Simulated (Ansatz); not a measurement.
# Molecular dynamics of TiO2

input.yaml

```yaml
crystal:
  lattice:
    - [-2.968473, -4.707607, 0.0]
    - [2.968056, -4.707607, 0.0]
    - [1.48357, 0.242353, 7.083465]
  atoms:
    - { symbol: Ti, position: [0.84753172, 0.64184203, 0.68794306] }
    - { symbol: Ti, position: [0.0653489, 0.45649011, 0.28586142] }
    - { symbol: Ti, position: [0.5448169, 0.42553877, 0.0216504] }
    - { symbol: O, position: [0.81373589, 0.3993559, 0.8873983] }
    - { symbol: O, position: [-0.04476852, 0.39278603, 0.50865365] }
    - { symbol: O, position: [0.50864908, 0.69599558, 0.12906656] }
    - { symbol: O, position: [0.27958931, 0.39443891, 0.82828077] }
    - { symbol: O, position: [0.92879725, 0.82902389, 0.44692968] }
    - { symbol: O, position: [0.06501573, 0.62994192, 0.09693359] }
    - { symbol: Ti, position: [0.40408245, 0.15236498, 0.64218742] }
    - { symbol: Ti, position: [0.58512522, 0.96598254, 0.28012354] }
    - { symbol: Ti, position: [1.07521873, -0.02340966, -0.03675315] }
    - { symbol: O, position: [0.28438662, 0.87754787, 0.7893334] }
    - { symbol: O, position: [0.57148609, 0.77731482, 0.53046601] }
    - { symbol: O, position: [0.20661017, 0.11888356, 0.17110396] }
    - { symbol: O, position: [0.78270069, 0.9893588, 0.81353424] }
    - { symbol: O, position: [0.55648459, 0.26503111, 0.4386466] }
    - { symbol: O, position: [0.70181894, 0.10059142, 0.11291815] }
basis:
  ecutwfc: 420.0
kpoints:
  mp_grid: { grid: [2, 2, 2] }
hamiltonian:
  xc: pbe
  pseudopotentials: { kind: paw, azcp: { folder: soft_1 } }
scf:
  occupations: { method: fermi_dirac, width: 0.36 }
  lower_state_search: "off"
md:
  timestep: 0.75
  n_steps: 160
  ensemble: nvt_langevin
  temperature: 3360.0
  initial_velocities: maxwell_boltzmann
  seed: 180974
  friction: 0.02
  temperature_schedule:
    - { n_steps: 120, end_temperature: 300.0 }
    - { n_steps: 40, end_temperature: 300.0 }
```

Launched with:

```bash
$ ansatz run input.yaml --threads 1 --pin off --max-ram 3072MiB --backend cpu --events-out ev --progress --plain --runs-dir out
```

It goes on from the last frame of an earlier run, with new velocities.

Output, in part (step lines):

```
md step     0: t =     0.00 fs  T =  3173.3 K (target 3360.0 K)  F+E_penalty+E_count = -21821.34695557 eV  E_kin = 7.383331 eV  (11 SCF iters)
md step     1: t =     0.75 fs  T =  3102.9 K (target 3347.2 K)  F+E_penalty+E_count = -21821.35101079 eV  E_kin = 7.219525 eV  (8 SCF iters)
md step     2: t =     1.50 fs  T =  3322.3 K (target 3321.8 K)  F+E_penalty+E_count = -21821.37851704 eV  E_kin = 7.729989 eV  (8 SCF iters)
md step     3: t =     2.25 fs  T =  2982.5 K (target 3296.2 K)  F+E_penalty+E_count = -21821.43165868 eV  E_kin = 6.939404 eV  (8 SCF iters)
md step     4: t =     3.00 fs  T =  2959.1 K (target 3270.8 K)  F+E_penalty+E_count = -21821.52878735 eV  E_kin = 6.884961 eV  (8 SCF iters)
md step     5: t =     3.75 fs  T =  2920.3 K (target 3245.2 K)  F+E_penalty+E_count = -21821.66186959 eV  E_kin = 6.794582 eV  (7 SCF iters)
md step     6: t =     4.50 fs  T =  3089.5 K (target 3219.8 K)  F+E_penalty+E_count = -21821.83160455 eV  E_kin = 7.188290 eV  (6 SCF iters)
md step     7: t =     5.25 fs  T =  3186.5 K (target 3194.2 K)  F+E_penalty+E_count = -21822.02273536 eV  E_kin = 7.413923 eV  (7 SCF iters)
[... lines left out ...]
md step   159: t =   119.25 fs  T =  1443.7 K (target 300.0 K)  F+E_penalty+E_count = -21828.61931426 eV  E_kin = 3.359009 eV  (6 SCF iters)
md step   160: t =   120.00 fs  T =  1410.7 K (target 300.0 K)  F+E_penalty+E_count = -21828.62615720 eV  E_kin = 3.282172 eV  (8 SCF iters)
```

The steps, from the saved trajectory:

```csv
time (fs),T (K),potential energy less start (eV)
0,3173,0.000
3.75,2920,-0.315
7.5,3491,-1.166
11.25,3383,-1.339
15,3042,-0.827
18.75,2876,-0.416
22.5,3008,-0.584
26.25,3029,-1.604
30,3220,-2.297
33.75,2987,-2.497
37.5,3166,-2.547
41.25,3622,-2.972
45,3602,-3.274
48.75,3003,-2.985
52.5,2858,-2.409
56.25,2981,-2.823
60,2795,-3.180
63.75,2682,-3.165
67.5,2219,-3.163
71.25,1972,-3.369
75,2068,-3.717
78.75,1946,-4.039
82.5,1834,-4.429
86.25,1715,-4.836
90,1619,-5.180
93.75,1493,-5.394
97.5,1305,-5.477
101.25,1222,-5.575
105,1140,-5.833
108.75,1260,-6.332
112.5,1359,-6.833
116.25,1433,-7.158
120,1411,-7.279
```

All steps were run. The schedule's set-point averaged 558 K over the second half and the system 1714 K, so it lags behind the ramp. A run of 0.12 ps of so small a system gives no equilibrium averages. Limits of this set-up: coarse k mesh.

Mean squared displacements from the first frame to the last, about the centre of mass: Ti 0.30 Å², O 0.32 Å².

Last frame:

```xyz
18
Lattice="-2.9685 -4.7076 0.0000 2.9681 -4.7076 0.0000 1.4836 0.2424 7.0835" Properties=species:S:1:pos:R:3
Ti 0.131 -7.220 5.153
Ti 1.192 -2.131 2.043
Ti 0.203 -4.881 0.241
O 0.005 -5.611 6.020
O 1.404 -0.945 3.600
O 0.098 -6.371 1.251
O 1.465 -3.011 5.689
O -0.150 -7.940 3.442
O 1.714 -3.934 0.848
Ti 0.220 -1.911 4.776
Ti 1.327 -7.481 2.316
Ti -2.685 -4.846 -0.310
O 3.045 -5.085 5.936
O 1.571 -6.139 3.862
O -0.245 -1.671 1.195
O 1.781 -7.848 5.712
O 0.029 -3.138 3.087
O -1.460 -4.194 1.040
```

Run time: 19 min on 1 thread of Arm Neoverse V2, with other jobs on the host, peak memory 0.68 GiB.
